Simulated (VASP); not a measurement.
# Sb (R-3m) in VASP: a series of runs

One crystal, Sb, is run at these levels: rev-vdW-DF2; tasks: relaxation of cell and atoms.

Everything below comes from runs of VASP 6.6.1. Logs are shortened: lines on timing, memory, paths and dates and some standing lists are left out, and cuts for length are marked.

## Step 1: The structure

The structure is trigonal, space group R-3m (No. 166). Conventional cell: a = 4.308 Å, b = 4.308 Å, c = 11.274 Å, α = 90.00°, β = 90.00°, γ = 120.00°. Sb (site symmetry 3m) is surrounded by 3 Sb at 2.91 Å.

## Step 2: Relaxation of cell and atoms, rev-vdW-DF2

INCAR

```
SYSTEM = Sb
  AGGAC = 0.0
  ALGO = Normal
  EDIFF = 1E-6
  EDIFFG = -0.01
  ENCUT = 600
  GGA = MK
  IBRION = 2
  ISIF = 3
  ISMEAR = 1
  LASPH = .TRUE.
  LCHARG = .FALSE.
  LREAL = .FALSE.
  LUSE_VDW = .TRUE.
  LWAVE = .FALSE.
  NELM = 80
  NSW = 90
  PARAM1 = 0.1234
  PARAM2 = 0.711357
  PREC = Accurate
  SIGMA = 0.1
  ZAB_VDW = -1.8867
```

KPOINTS

```
k-points
0
G
  12 12 10
  0 0 0
```

POSCAR

```
Sb
1.0
    2.1542000000      1.2437279500      3.7580000000
   -2.1542000000      1.2437279500      3.7580000000
    0.0000000000     -2.4874559000      3.7580000000
Sb
2
Direct
    0.2334900000      0.2334900000      0.2334900000
    0.7665100000      0.7665100000      0.7665100000
```

Potentials or basis: VASP PAW PBE potentials, release 64 (Sb).

Command:

```bash
> cat potpaw_PBE.64/Sb/POTCAR > POTCAR
> mpirun -np 1 vasp_std > vasp.out
```

OUTCAR:

```text
SYSTEM = Sb
   EDIFF = 1E-6
   EDIFFG = -0.01
   ENCUT = 600
   GGA = MK
   IBRION = 2
   ISIF = 3
   ISMEAR = 1
   LASPH = .TRUE.
   LREAL = .FALSE.
   NELM = 80
   NSW = 90
   PREC = Accurate

 ion  position               nearest neighbor table
   1  0.233  0.233  0.233-   2 2.91   2 2.91   2 2.91   2 3.35   2 3.35   2 3.35
   2  0.767  0.767  0.767-   1 2.91   1 2.91   1 2.91   1 3.35   1 3.35   1 3.35

  LATTYP: Found a trigonal (rhomboedric) cell.
 ALAT       =     4.5066618304
 COS(alpha) =     0.5430253623

  Lattice vectors:

 A1 = (   2.1542000000,   1.2437279500,   3.7580000000)
 A2 = (  -2.1542000000,   1.2437279500,   3.7580000000)
 A3 = (   0.0000000000,  -2.4874559000,   3.7580000000)

Analysis of symmetry for initial positions (statically):
=====================================================================
 Subroutine PRICEL returns:
 Original cell was already a primitive cell.

 Routine SETGRP: Setting up the symmetry group for a
 trigonal (rhombohedral) supercell.

 Subroutine GETGRP returns: Found 12 space group operations
 (whereof 12 operations were pure point group operations)
 out of a pool of 12 trial point group operations.

The static configuration has the point symmetry D_3d.

Analysis of symmetry for dynamics (positions and initial velocities):
=====================================================================
 Subroutine PRICEL returns:
 Original cell was already a primitive cell.

 Routine SETGRP: Setting up the symmetry group for a
 trigonal (rhombohedral) supercell.

 Subroutine GETGRP returns: Found 12 space group operations
 (whereof 12 operations were pure point group operations)
 out of a pool of 12 trial point group operations.

The dynamic configuration has the point symmetry D_3d.

 Subroutine INISYM returns: Found 12 space group operations
 (whereof 12 operations are pure point group operations),
 and found     1 'primitive' translations

----------------------------------------------------------------------------------------

                                     Primitive cell

  volume of cell :      60.4115

  direct lattice vectors                    reciprocal lattice vectors
     2.154200000  1.243727950  3.758000000     0.232104726  0.134005726  0.088699663
    -2.154200000  1.243727950  3.758000000    -0.232104726  0.134005726  0.088699663
     0.000000000 -2.487455900  3.758000000     0.000000000 -0.268011452  0.088699663

  length of vectors
     4.506661830  4.506661830  4.506661830     0.282307932  0.282307932  0.282307932

  position of ions in fractional coordinates (direct lattice)
     0.233490000  0.233490000  0.233490000
     0.766510000  0.766510000  0.766510000

  ion indices of the primitive-cell ions
   primitive index   ion index
                 1           1
                 2           2

----------------------------------------------------------------------------------------

 KPOINTS: k-points

Automatic generation of k-mesh.
 Grid dimensions read from file:
 generate k-points for:   12   12   10

 Generating k-lattice:

  Cartesian coordinates                     Fractional coordinates (reciprocal lattice)
     0.019342060  0.011167144  0.007391639     0.083333333 -0.000000000  0.000000000
    -0.019342060  0.011167144  0.007391639    -0.000000000  0.083333333  0.000000000
     0.000000000 -0.026801145  0.008869966     0.000000000  0.000000000  0.100000000

  Length of vectors
     0.023525661  0.023525661  0.028230793

  Shift w.r.t. Gamma in fractional coordinates (k-lattice)
     0.000000000  0.000000000  0.000000000

 -----------------------------------------------------------------------------
|                                                                             |
|           W    W    AA    RRRRR   N    N  II  N    N   GGGG   !!!           |
|           W    W   A  A   R    R  NN   N  II  NN   N  G    G  !!!           |
|           W    W  A    A  R    R  N N  N  II  N N  N  G       !!!           |
|           W WW W  AAAAAA  RRRRR   N  N N  II  N  N N  G  GGG   !            |
[... 21 lines left out ...]
 Following reciprocal coordinates:
            Coordinates               Weight
  0.000000  0.000000  0.000000      1.000000
  0.083333  0.000000  0.000000      4.000000
  0.166667  0.000000  0.000000      4.000000
  0.250000  0.000000 -0.000000      4.000000
  0.333333  0.000000 -0.000000      4.000000
  0.416667  0.000000  0.000000      4.000000
[... 16 lines left out ...]
  0.500000  0.166667  0.000000      8.000000
 -0.416667  0.166667 -0.000000      4.000000
 [... further k-points ...]
   k-points           NKPTS =    391   k-points in BZ     NKDIM =    391   number of bands    NBANDS=      9
   number of dos      NEDOS =    301   number of ions     NIONS =      2
   total plane-waves  NPLWV =  46656
   dimension x,y,z NGX =    36 NGY =   36 NGZ =   36
   dimension x,y,z NGXF=    72 NGYF=   72 NGZF=   72
   ions per type =               2
   NGX,Y,Z   is equivalent  to a cutoff of  13.28, 13.28, 13.28 a.u.
   NGXF,Y,Z  is equivalent  to a cutoff of  26.56, 26.56, 26.56 a.u.
 SYSTEM =  Sb
   PREC   = accura    normal or accurate (medium, high low for compatibility)
   ISTART =      0    job   : 0-new  1-cont  2-samecut
   ICHARG =      2    charge: 1-file 2-atom 10-const
   ISPIN  =      1    spin polarized calculation?
   LNONCOLLINEAR =      F non collinear calculations
   LSORBIT =      F    spin-orbit coupling
   LASPH  =      T    aspherical Exc in radial PAW
   ENCUT  =  600.0 eV  44.10 Ry    6.64 a.u.   9.00  9.00  9.00*2*pi/ulx,y,z
   NELM   =     80;   NELMIN=  2; NELMDL= -5     # of ELM steps
   EDIFF  = 0.1E-05   stopping-criterion for ELM
   LREAL  =      F    real-space projection
   EDIFFG = -.1E-01   stopping-criterion for IOM
   NSW    =     90    number of steps for IOM
   IBRION =      2    ionic relax: 0-MD 1-quasi-New 2-CG
   NFREE  =      1    steps in history (QN), initial steepest desc. (CG)
   ISIF   =      3    stress and relaxation
   ISYM   =      2    0-nonsym 1-usesym 2-fastsym
   POTIM  = 0.5000    time-step for ionic-motion
   TEBEG  =    0.0;   TEEND  =   0.0 temperature during run
   PSTRESS=    0.0 pullay stress
   NELECT =      10.0000    total number of electrons
   NUPDOWN=      -1.0000    fix difference up-down
   EMIN   =  10.00;   EMAX   =-10.00  energy-range for DOS
   EFERMI =   0.00;   METHOD = LEGACY
   ISMEAR =     1;   SIGMA  =   0.10  broadening in eV -4-tet -1-fermi 0-gaus
   EFERMI_NEDOS =   21; number of points for ismear=-14 and -15
   IALGO  =     38    algorithm
   IMIX   =      4    mixing-type and parameters
     AMIX     =   0.40;   BMIX     =  1.00
     AMIX_MAG =   1.60;   BMIX_MAG =  1.00
  volume/ion in A,a.u.               =      30.21       203.84
  Fermi-wavevector in a.u.,A,eV,Ry     =   0.898880  1.698637 10.993305  0.807985
  Thomas-Fermi vector in A             =   2.021644
   LORBIT       =      0    0 simple, 1 ext, 2 COOP (PROOUT), +10 PAW based schemes
   GGA     = MK    functional components
   LHFCALC =     F    Hartree Fock is set to
   AEXX    =    0.0000 exact exchange contribution
   IVDW_NL    =     1    kernel type
   BPARAM     = 6.3000
   IVDW    =     0    specifies the selected vdW correction
   LEPSILON=     F    determine dielectric tensor
   LRPA    =     F    only Hartree local field effects (RPA)
 conjugate gradient relaxation of ions
 non-spin polarized calculation
 Methfessel and Paxton  Order N= 1 SIGMA  =   0.10
  energy-cutoff  :      600.00
  volume of cell :       60.41
 maximum number of plane-waves:      2042
   NGX = 17   NGY = 17   NGZ = 17

--------------------------------------- Ionic step        1  -------------------------------------------

 number of electron      10.0000000 magnetization

 Free energy of the ion-electron system (eV)
  ---------------------------------------------------
  ext. energy  EPLUGINS =         0.00000000
  ---------------------------------------------------
  free energy    TOTEN  =        -4.90473672 eV

  energy without entropy =       -4.90493507  energy(sigma->0) =       -4.90480284

------------------------ aborting loop because EDIFF is reached ----------------------------------------

  FORCE on cell =-STRESS in cart. coord.  units (eV):
  Direction    XX          YY          ZZ          XY          YZ          ZX
  --------------------------------------------------------------------------------------
  -------------------------------------------------------------------------------------
  Total        0.8588937      0.8588937      0.6716038      0.0000000      0.0000000      0.0000000
  in kB       22.7787850     22.7787850     17.8116567      0.0000000      0.0000000      0.0000000
  external PRESSURE =      21.1230756 kB  Pullay stress =       0.0000000 kB
[... 97 lines left out ...]
  energy  without entropy=       -4.9200669180  energy(sigma->0) =       -4.91999659

Total vdW correction in eV:      2.2452784

[... ionic steps 4 to 7 ...]

--------------------------------------- Ionic step        8  -------------------------------------------

 number of electron      10.0000000 magnetization

------------------------ aborting loop because EDIFF is reached ----------------------------------------
[... 71 lines left out ...]
--------------------------------------- Ionic step       10  -------------------------------------------

 number of electron      10.0000000 magnetization

 Free energy of the ion-electron system (eV)
  ---------------------------------------------------
  ext. energy  EPLUGINS =         0.00000000
  ---------------------------------------------------
  free energy    TOTEN  =        -4.92031610 eV

  energy without entropy =       -4.92051713  energy(sigma->0) =       -4.92038311

 E-fermi :   6.7917     XC(G=0):  -9.4325

 val. band max:        6.7760788095   @ k =   0.0833   0.0833   0.4000
 cond. band min:       6.8041286135   @ k =   0.0833   0.0833   0.4000
 fundamental gap:      0.0280498040
 Fermi energy:         6.7917443470

 k-point     1 :       0.0000    0.0000    0.0000
  band No.  band energies     occupation
      1      -5.6483      2.00000
      2       1.8155      2.00000
      3       4.8708      2.00000
      4       5.0931      2.00000
      5       5.0931      2.00000
      6       8.9864      0.00000
      7       9.4930      0.00000
      8       9.4930      0.00000
      9      11.9252      0.00000
[... 265 lines left out ...]
 k-point    24 :      -0.4167    0.1667   -0.0000
  band No.  band energies     occupation
      1      -3.2239      2.00000
      2      -2.5461      2.00000
      3       3.2711      2.00000
      4       4.7014      2.00000
      5       5.1764      2.00000
      6       7.7464     -0.00000
      7       8.0571     -0.00000
      8       9.8205      0.00000
      9      13.3899      0.00000

 [... further k-points ...]

------------------------ aborting loop because EDIFF is reached ----------------------------------------

  FORCE on cell =-STRESS in cart. coord.  units (eV):
  Direction    XX          YY          ZZ          XY          YZ          ZX
  --------------------------------------------------------------------------------------
  -------------------------------------------------------------------------------------
  Total       -0.0017265     -0.0017265     -0.0018480      0.0000000     -0.0000000     -0.0000000
  in kB       -0.0444980     -0.0444980     -0.0476302      0.0000000     -0.0000000     -0.0000000
  external PRESSURE =      -0.0455421 kB  Pullay stress =       0.0000000 kB
[... 21 lines left out ...]
  energy  without entropy=       -4.9205171341  energy(sigma->0) =       -4.92038311

Total vdW correction in eV:      2.2383189

 reached required accuracy - stopping structural energy minimisation
```

Run time: 11 min. Hardware: 1 thread of Intel Xeon 6975P-C (Granite Rapids), shared host; peak memory 0.68 GiB.

Results:

```yaml
Free_energy: -4.9203 eV
Relaxed_volume: 31.08 Å³/atom
Relaxed_cell: a = 4.535 Å, b = 4.535 Å, c = 4.535 Å, α = 57.50°, β = 57.50°, γ = 57.50°
Space_group_after_relaxing_to_0.05_Å: R-3m (No. 166)
Energy_gained_by_relaxing: 7.8 meV/atom
Ionic_steps: 10
Pressure_after_relaxing: 0.0 GPa
Band_gap_on_the_k_mesh: none (metal or under the smearing width)
```

Step by step:
```csv
step,energy change (eV),largest force (eV/Å),pressure (GPa),volume (Å³)
1,0.0000,0.2759,2.11,60.41
2,-0.0078,0.1224,-1.38,63.96
3,-0.0152,0.0317,-0.04,62.45
4,-0.0152,0.0363,-0.01,62.41
5,-0.0153,0.0290,0.01,62.35
6,-0.0155,0.0074,0.04,62.18
7,-0.0155,0.0002,0.05,62.12
8,-0.0156,0.0100,-0.08,62.24
9,-0.0156,0.0056,-0.02,62.18
10,-0.0156,0.0008,0.00,62.16
```

Final structure:
```
Sb
1.0
     2.18127    1.25936    3.77155
    -2.18127    1.25936    3.77155
     0.00000   -2.51872    3.77155
Sb
2
Direct
  0.23480 0.23480 0.23480
  0.76520 0.76520 0.76520
```

Caveat: the PAW data sets were made with another functional, which shifts forces and pressure a little.

(Part 1 of 2 ends here.)
